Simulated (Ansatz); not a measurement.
Input and command of a plane-wave DFT calculation in Ansatz:

```yaml
crystal:
  lattice:
    - [3.5602834153, 0.0, 0.0]
    - [0.0, -3.5602834153, 0.0]
    - [0.0, 0.0, -3.5602834153]
  atoms:
    - { symbol: C, position: [0.4895209018, -0.0414665793, -0.0255084629] }
    - { symbol: C, position: [-0.007929388, 0.4993750148, -0.0350894758] }
    - { symbol: C, position: [-0.0082159567, 0.037861878, 0.5225354924] }
    - { symbol: C, position: [0.485349032, 0.5508511088, 0.5003644984] }
    - { symbol: C, position: [0.7849447311, 0.7392123892, 0.774302739] }
    - { symbol: C, position: [0.2679928282, 0.226867398, 0.7709754917] }
    - { symbol: C, position: [0.2613729571, 0.7584011908, 0.2498758358] }
    - { symbol: C, position: [0.7269648945, 0.2288975999, 0.2425438814] }
basis:
  ecutwfc: 500
kpoints:
  mp_grid: { grid: [6, 6, 6] }
hamiltonian:
  xc: r2scan
scf:
  occupations: { method: gaussian, width: 0.05 }
output:
  forces: true
  stress: true
  eigenvalues: true
```

```bash
ansatz run input.yaml --threads 1 --pin off --max-ram 2560MiB --backend cpu --events-out ev --progress --plain --runs-dir out
```

Processor: Intel(R) Xeon(R) 6975P-C (Granite Rapids), 1 thread, on a host shared with other jobs.

**Question.** Estimate time, memory and problem size.

**Answer.** About 12 s on 1 thread of Intel(R) Xeon(R) 6975P-C (Granite Rapids), on a shared host, peak memory 0.49 GiB. It solves 24 bands at 112 k points (the mesh reduced by symmetry) with about 1189 plane waves, in 6 SCF iterations.
